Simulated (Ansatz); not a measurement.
# TiO2: the cost of one run

Program: Ansatz 0.2.0. Level of theory: DFT PBE, scalar-relativistic, plane waves, PAW. These are calculated values, not measurements.

**1. Starting point**

The structure is orthorhombic, space group Pbcn (No. 60). The conventional cell has a = 4.515 Å, b = 5.497 Å, c = 4.939 Å, α = 90.00°, β = 90.00°, γ = 90.00°. Ti (site symmetry 2) is surrounded by 6 O at 1.89 to 2.05 Å. O (site symmetry 1) has 3 Ti at 1.89 to 2.05 Å as nearest neighbours.

As a file:

```
CELL_PARAMETERS angstrom
-4.51500 5.49700 4.93900
4.51500 -5.49700 4.93900
4.51500 5.49700 -4.93900
ATOMIC_POSITIONS crystal
Ti 0.21050 0.12500 0.08550
Ti 0.71050 0.62500 0.08550
Ti 0.71050 0.12500 0.58550
Ti 0.21050 0.62500 0.58550
Ti 0.03950 0.12500 0.41450
Ti 0.53950 0.62500 0.41450
Ti 0.53950 0.12500 0.91450
Ti 0.03950 0.62500 0.91450
Ti 0.78950 0.37500 0.41450
Ti 0.28950 0.87500 0.41450
Ti 0.28950 0.37500 0.91450
Ti 0.78950 0.87500 0.91450
Ti 0.96050 0.37500 0.08550
Ti 0.46050 0.87500 0.08550
Ti 0.46050 0.37500 0.58550
Ti 0.96050 0.87500 0.58550
O 0.39400 0.34900 0.33100
O 0.89400 0.84900 0.33100
O 0.89400 0.34900 0.83100
O 0.39400 0.84900 0.83100
O 0.01800 0.06300 0.16900
O 0.51800 0.56300 0.16900
O 0.51800 0.06300 0.66900
O 0.01800 0.56300 0.66900
O 0.85600 0.18700 0.45500
O 0.35600 0.68700 0.45500
O 0.35600 0.18700 0.95500
O 0.85600 0.68700 0.95500
O 0.73200 0.40100 0.04500
O 0.23200 0.90100 0.04500
O 0.23200 0.40100 0.54500
O 0.73200 0.90100 0.54500
O 0.60600 0.15100 0.16900
O 0.10600 0.65100 0.16900
O 0.10600 0.15100 0.66900
O 0.60600 0.65100 0.66900
O 0.98200 0.43700 0.33100
O 0.48200 0.93700 0.33100
O 0.48200 0.43700 0.83100
O 0.98200 0.93700 0.83100
O 0.14400 0.31300 0.04500
O 0.64400 0.81300 0.04500
O 0.64400 0.31300 0.54500
O 0.14400 0.81300 0.54500
O 0.26800 0.09900 0.45500
O 0.76800 0.59900 0.45500
O 0.76800 0.09900 0.95500
O 0.26800 0.59900 0.95500
```

The runs take a perfect supercell of 48 atoms; the defect goes to fractional position (0.500, 0.250, 0.667).

**2. The perfect supercell**

File input.yaml:

```yaml
crystal:
  lattice:
    - [-4.515, 5.497, 4.939]
    - [4.515, -5.497, 4.939]
    - [4.515, 5.497, -4.939]
  atoms:
    - { symbol: Ti, position: [0.2105, 0.125, 0.0855] }
    - { symbol: Ti, position: [0.7105, 0.625, 0.0855] }
    - { symbol: Ti, position: [0.7105, 0.125, 0.5855] }
    - { symbol: Ti, position: [0.2105, 0.625, 0.5855] }
    - { symbol: Ti, position: [0.0395, 0.125, 0.4145] }
    - { symbol: Ti, position: [0.5395, 0.625, 0.4145] }
    - { symbol: Ti, position: [0.5395, 0.125, 0.9145] }
    - { symbol: Ti, position: [0.0395, 0.625, 0.9145] }
    - { symbol: Ti, position: [0.7895, 0.375, 0.4145] }
    - { symbol: Ti, position: [0.2895, 0.875, 0.4145] }
    - { symbol: Ti, position: [0.2895, 0.375, 0.9145] }
    - { symbol: Ti, position: [0.7895, 0.875, 0.9145] }
    - { symbol: Ti, position: [0.9605, 0.375, 0.0855] }
    - { symbol: Ti, position: [0.4605, 0.875, 0.0855] }
    - { symbol: Ti, position: [0.4605, 0.375, 0.5855] }
    - { symbol: Ti, position: [0.9605, 0.875, 0.5855] }
    - { symbol: O, position: [0.394, 0.349, 0.331] }
    - { symbol: O, position: [0.894, 0.849, 0.331] }
    - { symbol: O, position: [0.894, 0.349, 0.831] }
    - { symbol: O, position: [0.394, 0.849, 0.831] }
    - { symbol: O, position: [0.018, 0.063, 0.169] }
    - { symbol: O, position: [0.518, 0.563, 0.169] }
    - { symbol: O, position: [0.518, 0.063, 0.669] }
    - { symbol: O, position: [0.018, 0.563, 0.669] }
    - { symbol: O, position: [0.856, 0.187, 0.455] }
    - { symbol: O, position: [0.356, 0.687, 0.455] }
    - { symbol: O, position: [0.356, 0.187, 0.955] }
    - { symbol: O, position: [0.856, 0.687, 0.955] }
    - { symbol: O, position: [0.732, 0.401, 0.045] }
    - { symbol: O, position: [0.232, 0.901, 0.045] }
    - { symbol: O, position: [0.232, 0.401, 0.545] }
    - { symbol: O, position: [0.732, 0.901, 0.545] }
    - { symbol: O, position: [0.606, 0.151, 0.169] }
    - { symbol: O, position: [0.106, 0.651, 0.169] }
    - { symbol: O, position: [0.106, 0.151, 0.669] }
    - { symbol: O, position: [0.606, 0.651, 0.669] }
    - { symbol: O, position: [0.982, 0.437, 0.331] }
    - { symbol: O, position: [0.482, 0.937, 0.331] }
    - { symbol: O, position: [0.482, 0.437, 0.831] }
    - { symbol: O, position: [0.982, 0.937, 0.831] }
    - { symbol: O, position: [0.144, 0.313, 0.045] }
    - { symbol: O, position: [0.644, 0.813, 0.045] }
    - { symbol: O, position: [0.644, 0.313, 0.545] }
    - { symbol: O, position: [0.144, 0.813, 0.545] }
    - { symbol: O, position: [0.268, 0.099, 0.455] }
    - { symbol: O, position: [0.768, 0.599, 0.455] }
    - { symbol: O, position: [0.768, 0.099, 0.955] }
    - { symbol: O, position: [0.268, 0.599, 0.955] }
basis:
  ecutwfc: 420
  fft_grid_basis: typed
kpoints:
  mp_grid: { grid: [2, 2, 2] }
hamiltonian:
  xc: pbe
  pseudopotentials: { kind: paw }
scf:
  occupations: { method: gaussian, width: 0.05 }
output:
  forces: true
  stress: false
  eigenvalues: true
  bader: false
  write_density: true
  volumetric_format: npy
```

Run with:

```sh
$ ansatz run input.yaml --threads 4 --pin off --max-ram 10240MiB --backend cpu --events-out ev --progress --plain --runs-dir out
```

What time and memory should one allow on 4 threads of Arm Neoverse N1, shared host?

About 21 s, with a peak of 2.6 GiB.
